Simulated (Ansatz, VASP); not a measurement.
**ZnSe: VASP beside Ansatz**

```xyz
2
Lattice="2.8116 2.8116 0.0000 -2.8116 2.8116 0.0000 0.0000 2.8116 2.7498" Properties=species:S:1:pos:R:3 pbc="T T T"
Zn    0.0000    0.0000    0.0000
Se    1.4058    4.2174    1.3749
```

Change from the starting cell: in-plane strain +0.01, out-of-plane length and atoms relaxed by PAW.

Alike in both runs: functional LDA; k mesh 8 × 8 × 8; no spin polarisation.

Ansatz relaxed the structure, and its values are those at the end. VASP's run is a single point on that final structure, the one shown.

|  | VASP | Ansatz |
| --- | --- | --- |
| version | VASP 6.6.1 | Ansatz 0.2.0 |
| potentials or method | VASP PAW LDA potentials, release 64 (Zn, Se) | PAW with Ansatz's default frozen-core files, scalar-relativistic |
| plane-wave cutoff (eV) | 520 | 420 |
| occupations | gaussian, width 0.01 eV | fixed |
| valence electrons in the cell | 18 | 28 |

Ansatz gave:

* pressure (GPa): -0.6

Problem. What did VASP give for the same quantities?

Solution. Pressure (GPa): -0.2.

The two sets of potentials don't hold the same shells in valence.
